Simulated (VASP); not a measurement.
Here is a VASP 6.6.1 calculation.

Contents of INCAR:

```
SYSTEM = SiO2
PREC = Accurate
ENCUT = 600
EDIFF = 1E-7
ISMEAR = 0
SIGMA = 0.03
LREAL = .False.
LASPH = .True.
NELM = 80
ALGO = Normal
ISIF = 4
LWAVE = .False.
LCHARG = .False.
IBRION = 2
NSW = 40
EDIFFG = -0.01
KPAR = 2
```

File KPOINTS:

```
Automatic mesh
0
Gamma
  8 8 10
  0 0 0
```

Contents of POSCAR:

```
SiO2                                    
1.0
    4.1264875752     -0.0000000000      0.0000000000
    0.0000000000      4.1264875752      0.0000000000
    0.0000000000      0.0000000000      2.6480752452
  Si              O             
     2     4
Direct
     0.0000000000000000    0.0000000000000000    0.0000000000000000
     0.5000000000000000    0.5000000000000000    0.5000000000000000
     0.3053962239363520    0.3053962239363520    0.0000000000000000
     0.1946037760636481    0.8053962239363520    0.5000000000000000
     0.6946037760636480    0.6946037760636480    0.0000000000000000
     0.8053962239363520    0.1946037760636481    0.5000000000000000
```

Potentials or basis: VASP PAW LDA potentials, release 64 (Si, O).

Run with:

```sh
$ cat potpaw_LDA.64/Si/POTCAR potpaw_LDA.64/O/POTCAR > POTCAR
$ mpirun -np 2 vasp_std > vasp.out
```

Q: Estimate the band gap on the k mesh.

A: 6.11 eV, direct.

Q: Estimate the energy gained by relaxing.

A: 0.3 meV/atom.

Final structure:
```cif
data_structure
_symmetry_space_group_name_H-M 'P 1'
_symmetry_Int_Tables_number 1
_cell_length_a 4.1213
_cell_length_b 4.1213
_cell_length_c 2.6548
_cell_angle_alpha 90.000
_cell_angle_beta 90.000
_cell_angle_gamma 90.000
_cell_volume 45.09
loop_
_atom_site_label
_atom_site_type_symbol
_atom_site_fract_x
_atom_site_fract_y
_atom_site_fract_z
_atom_site_occupancy
Si1 Si 0.00000 0.00000 0.00000 1
Si2 Si 0.50000 0.50000 0.50000 1
O1 O 0.30470 0.30470 0.00000 1
O2 O 0.19530 0.80470 0.50000 1
O3 O 0.69530 0.69530 0.00000 1
O4 O 0.80470 0.19530 0.50000 1
```

A k mesh can miss the band edges.
